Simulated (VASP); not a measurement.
Sr, 1 atom in the cell. It takes space group Im-3m (No. 229, cubic). Conventional cell: a = 5.026 Å, b = 5.026 Å, c = 5.026 Å, α = 90.00°, β = 90.00°, γ = 90.00°. Around Sr (site symmetry m-3m) lie 8 Sr at 4.35 Å. This isn't the form of Sr at room conditions, which is fcc. The cell isn't the ideal one: strained and moved within the space group.

* Program: VASP 6.6.1
* Task: single point
* Functional: PBEsol
* Potentials or basis: VASP PAW PBE potentials, release 64 (Sr_sv)
* Cutoff: 520 eV
* k mesh: 12 × 12 × 12
* Occupations: gaussian, width 0.1 eV
* Spin: no spin polarisation
* Dipole correction: no
* Further INCAR settings: ALGO = Normal; EDIFF = 1e-06; NBANDS = 11

Potentials or basis: VASP PAW PBE potentials, release 64 (Sr_sv).

The run is started by

```sh
$ cat potpaw_PBE.64/Sr_sv/POTCAR > POTCAR
$ mpirun -np 1 vasp_std > vasp.out
```

Hardware: 1 thread of Intel(R) Xeon(R) 6975P-C (Granite Rapids), with other jobs on the host.

**Question.** Estimate the wall time of this run.

**Answer.** Wall time 25 s on 1 thread of Intel(R) Xeon(R) 6975P-C (Granite Rapids), on a shared host, peak memory 0.18 GiB. Counts: scf iterations 11, k points 72.
